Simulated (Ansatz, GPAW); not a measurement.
**TiAl: programs and potentials compared**

```
CELL_PARAMETERS angstrom
2.83730 0.00000 0.00000
0.00000 2.83730 0.00000
0.00000 0.00000 4.05910
ATOMIC_POSITIONS crystal
Ti 0.00000 0.00000 0.00000
Al 0.50000 0.50000 0.50000
```

Alike in all runs: task density of states; functional LDA; k mesh 9 × 9 × 7; occupations fermi-dirac, width 0.02 eV; no spin polarisation; no spin-orbit coupling. LDA stands for any of its common fits. Pressure is positive in compression and, in plane waves, holds the error of the finite cutoff, which Ansatz's Pulay term estimates and takes out.

```tsv
program and potentials	plane-wave cutoff (eV)	notes	pressure (GPa)
Ansatz, Ansatz PAW	420	potentials made for PBE, which Ansatz adapts in part; Pulay term of +0.05 GPa included	-7.28
Ansatz, all-electron LAPW, scalar-relativistic	-	-	-7.31
GPAW, the program's PAW data sets (release 1.2.1) made for this functional	600	-	-7.37
```

The pressure spans -7.37 (GPAW, the program's PAW data sets (release 1.2.1) made for this functional) to -7.28 GPa (Ansatz, Ansatz PAW), with all-electron results at -7.31.

The functional is the same throughout but for its coding, so the spread measures potentials, basis and numerics; runs on potential files found faulty are left out.
